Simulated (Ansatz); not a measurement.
Runs of Ansatz 0.2.0 on FeSi2 (Linzhiite). The structure is tetragonal, space group P4/mmm (No. 123). The conventional cell has a = 2.684 Å, b = 2.684 Å, c = 5.128 Å, α = 90.00°, β = 90.00°, γ = 90.00°. Around Fe (site symmetry 4/mmm) lie 8 Si at 2.35 Å and 4 Fe at 2.68 Å. Around Si (site symmetry 4mm) lie 4 Fe at 2.35 Å and 5 Si at 2.36 to 2.68 Å. 

```tsv
task	level	spin	U	fixed moment (μB)	k mesh	points for each segment of the path	hubbard projectors	double counting	gap on the mesh (eV)	pressure (GPa)	moment (μB)	largest force (eV/Å)
single point	PBEsol	collinear, ferromagnetic start	-	3.8	8 × 8 × 5	-	-	-	-	33.1	3.80	2.37
single point	PBEsol	collinear, program default start	-	0.0	8 × 8 × 5	-	-	-	-	(b)	0.00	0.23
band structure	PBEsol+U	collinear, ferromagnetic start	Fe d U = 8 eV	-	10 × 10 × 5	14	ortho-atomic (the default)	fll (the default)	none	(d)	2.14	2.05
band structure	PBEsol+U	collinear, ferromagnetic start	Fe d U = 5 eV	-	10 × 10 × 5	14	ortho-atomic (the default)	fll (the default)	none	(a)	1.28	0.55
band structure	PBEsol+U	collinear, ferromagnetic start	Fe d U = 4 eV	-	10 × 10 × 5	14	ortho-atomic (the default)	fll (the default)	none	6.1	1.25	(c)
```

Alike in all rows: potentials or basis Ansatz PAW; cell as given; cutoff (eV) 420; smearing fermi-dirac 0.05 eV.

Question: Estimate the missing entries.

Answer: (a) 7.6; (b) -1.5; (c) 0.46; (d) 26.3.

Caveats: the PAW data sets come from PBE, with cores solved anew for the run's functional, which leaves a small shift of forces and pressure; the magnetic or orbital state may not be the lowest (some runs); the U is typed as a test and isn't derived for this compound (some runs); the total moment is fixed, so each spin has its own Fermi level (some runs); forces of over 1 eV/Å show positions far from the minimum, so gaps and moduli don't describe the material at rest (some runs); the thresholds are loose for stress (some runs); a pressure of tens of GPa on the cell as given is suspect, and the run, the potentials or the cell itself is likely at fault (some runs).

A gap of «none» marks a metal or a gap under the smearing width.
